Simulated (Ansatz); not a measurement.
Here is an Ansatz 0.2.0 calculation.

input.yaml

```yaml
crystal:
  lattice:
    - [2.5340966698, 0.0, 0.0]
    - [-1.2670483349, 2.1945920917, 0.0]
    - [0.0, 0.0, 4.112571]
  atoms:
    - { symbol: Cu, position: [0.6666666667, 0.3333333333, 0.75] }
    - { symbol: Cu, position: [0.3333333333, 0.6666666667, 0.25] }
hamiltonian:
  xc: pbesol
  pseudopotentials: { kind: paw }
kpoints:
  mp_grid: { grid: [10, 10, 6] }
scf:
  occupations: { method: fermi_dirac, width: 0.05 }
output:
  forces: true
  stress: true
elastic:
  mode: relaxed_ion
  stencil: two_point
```

Potentials or basis: Ansatz PAW.

The run is started by

```console
$ ansatz run input.yaml --threads 2 --pin off --max-ram 5632MiB --backend cpu --events-out ev --progress --plain --runs-dir out
```

Question: What does it give for the Voigt bulk modulus?

Answer: 159 GPa.

Question: Estimate the band gap on the k mesh.

Answer: None (metal or under the smearing width).

Elastic tensor in Voigt notation (GPa, in the Cartesian axes of the cell as first typed):
```
217 157 104   0   0   0
157 217 104   0   0   0
103 103 273   0   0   0
  0   0   0  49   0   0
  0   0   0   0  49   0
  0   0   0   0   0  30
```

Caveat: elastic constants of metals need much finer meshes, so these are rough; the PAW data sets come from PBE, with cores solved anew for the run's functional, which leaves a small shift of forces and pressure.
